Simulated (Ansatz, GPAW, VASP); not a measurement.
WC: programs and potentials compared

```
W C
1.0
     2.90650    0.00000    0.00000
    -1.45325    2.51710    0.00000
     0.00000    0.00000    2.83660
W C
1 1
Cartesian
  0.0000 0.0000 0.0000
  1.4533 0.8390 1.4183
```

Alike in all runs: task single point; functional PBE; k mesh 10 × 10 × 9; occupations gaussian, width 0.023 eV; no spin polarisation; no spin-orbit coupling. Pressure is positive in compression and, in plane waves, holds the error of the finite cutoff.

```csv
program and potentials,plane-wave cutoff (eV),notes,pressure (GPa)
"Ansatz, all-electron LAPW, scalar-relativistic",-,-,5.69
"VASP, PBE PAW files C, W_sv, 520 eV",520,-,6.73
"GPAW, GPAW PAW data sets (gpaw-data 1.2.1)",800,-,5.36
```

The pressure spans 5.36 (GPAW, GPAW PAW data sets (gpaw-data 1.2.1)) to 6.73 GPa (VASP, PBE PAW files C, W_sv, 520 eV), with all-electron results at 5.69.

The functional is the same throughout but for its coding, so the spread measures potentials, basis and numerics; runs on potential files found faulty are left out.

All three runs put the cell under compression, so it is smaller than the PBE equilibrium cell. The lattice constants are close to the measured ones for hexagonal WC, and the sign fits the familiar tendency of PBE to overestimate slightly the bond lengths of compounds of the heavy transition metals. That a small misfit in length costs several GPa reflects the stiffness of the carbide: strongly directional W 5d–C 2p bonds, with the bonding states filled and few electrons in antibonding ones, resist compression almost as well as diamond does.

Against the all-electron value of 5.69 GPa, GPAW lies slightly lower and VASP higher, at 6.73 GPa. An incomplete plane-wave basis usually lowers the calculated pressure, so the VASP offset probably comes from the potentials rather than the cutoff. In so stiff a solid, this spread corresponds to only a very small change in equilibrium volume. The pressure alone doesn't show how the relaxation would divide between the a and c axes.
